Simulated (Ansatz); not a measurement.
## What biaxial strain +3.71 %, plane normal [111], relaxed out of plane does to NaBr

The parent structure is NaBr in the rock salt structure (space group Fm-3m, No. 225; a = 6.036 Å). Axes: x, y, z lie along the cube axes.

The change: tensile biaxial strain of 3.71 % in the plane normal to [111], as in epitaxy on a mismatched substrate; the out-of-plane cell vector and the atoms relax.

Level of theory: Ansatz (a first-principles code) PBE, scalar-relativistic without spin-orbit coupling. k-mesh 10×10×10 (Γ-centred); smearing 0.05 eV (Fermi–Dirac).

| quantity | base | changed | shift |
|---|---|---|---|
| volume per atom | 27.49 Å³ | 28.67 Å³ | +1.18 Å³ |
| space group | Fm-3m (No. 225) | R-3m (No. 166) | – |
| shortest interatomic distance | 3.018 Å | 3.064 Å | +0.046 Å |
| energy relative to the base (free energy F) | 0 meV/atom | +7.6 meV/atom | +7.6 meV/atom |
| pressure (mean of the normal stresses, compression positive) | 0.0 kbar | -7.5 kbar | -7.5 kbar |
| band gap | 4.07 eV | 3.78 eV | -0.29 eV |
| gap character | direct at Γ | direct at Γ | – |
| valence-band top at Γ (three highest levels, from the VBM) | 0.00, 0.00, 0.00 eV | 0.00, -0.22, -0.22 eV | – |
| out-of-plane strain | – | -3.04 % | – |
| ratio −ε⊥/ε∥ | – | 0.82 | – |

Final structure (turned so that z lies along the plane normal):

```yaml
crystal:
  lattice:
    - [4.42643, 0.00000, 0.00000]
    - [2.21321, 3.83340, 0.00000]
    - [2.21321, -1.27780, 3.37901]
  atoms:
    - { symbol: Br, position: [0.00000, 0.00000, 0.00000] }
    - { symbol: Na, position: [0.00000, 0.50000, 0.50000] }
```

No phonon test of stability was made. k-point labels follow each cell's own Brillouin zone.
